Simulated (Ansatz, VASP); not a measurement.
# One calculation of HfO2, two programs

```
Hf O
1.0
     3.60430    0.00000    0.00000
     0.00000    3.60430    0.00000
     0.00000    0.00000    5.26397
Hf O
2 4
Direct
  0.52615 0.47385 0.50000
  0.00000 0.00000 0.00000
  0.00000 0.50000 0.69325
  0.50000 0.00000 0.80675
  0.50000 0.00000 0.30675
  0.00000 0.50000 0.19325
```

Alike in both runs: task single point; functional PBE; k mesh 6 × 6 × 4; occupations gaussian, width 0.05 eV; no spin polarisation.

```csv
,VASP,Ansatz
version,VASP 6.6.1,Ansatz 0.2.0
potentials or method,"VASP PAW PBE potentials, release 64 (Hf_pv, O)","scalar-relativistic, plane waves, PAW"
plane-wave cutoff (eV),520,420
valence electrons in the cell,44,76
```

```tsv
	VASP	Ansatz	Ansatz less VASP
gap on the k mesh at the Fermi level (eV)	4.69	4.71	+0.020
least direct gap on the mesh (eV)	4.76	4.78	+0.015
pressure (GPa)	-2.0	1.1	+3.10
largest component of the traceless stress (GPa)	2.89	2.91	+0.020
rms of the force components (eV/Å)	0.443	0.452	+0.0086
```

Atom by atom the forces differ by 0.025 eV/Å (rms over components). The two sets of potentials don't hold the same shells in valence.

Caveats: spin-orbit coupling is left out, which moves the levels of the heavy elements; forces of over 1 eV/Å show positions far from the minimum, so gaps and moduli don't describe the material at rest. A k mesh can miss the band edges.
